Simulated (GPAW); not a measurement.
The system is MgO2.

```xyz
12
Lattice="4.8286 0.0000 0.0000 0.0000 4.8286 0.0000 0.0000 0.0000 4.8286" Properties=species:S:1:pos:R:3 pbc="T T T"
Mg    0.0000    0.0000    0.0000
Mg    2.4143    0.0000    2.4143
Mg    2.4143    2.4143    0.0000
Mg    0.0000    2.4143    2.4143
O     2.8461    4.3968    0.4318
O     4.3968    0.4318    2.8461
O     0.4318    2.8461    4.3968
O     1.9825    1.9825    1.9825
O     2.8461    2.8461    2.8461
O     4.3968    1.9825    0.4318
O     0.4318    4.3968    1.9825
O     1.9825    0.4318    4.3968
```

The cell is a database's computed one.

Base run:

- Program: GPAW 26.7.0
- Functional: r4SCAN
- Potentials or basis: GPAW PAW data sets (gpaw-data 1.2.1)
- Cutoff: 800 eV
- Basis: pw
- k mesh: 4 × 4 × 4
- Occupations: fermi-dirac, width 0.05 eV
- Spin: no spin polarisation

Its results: band gap on the k mesh 4.67 eV, indirect (least direct gap 4.87 eV); pressure 0.0 GPa; largest force 0.036 eV/Å.

Q: The run is repeated on the same cell with these changes: functional from r4SCAN to revTPSS. What comes out?

A: Band gap on the k mesh 4.26 eV, indirect (least direct gap 4.46 eV); pressure 4.0 GPa; largest force 0.176 eV/Å.

Caveats: the PAW data sets were made with another functional, which shifts forces and pressure a little.

Not every run made on this cell is shown here.
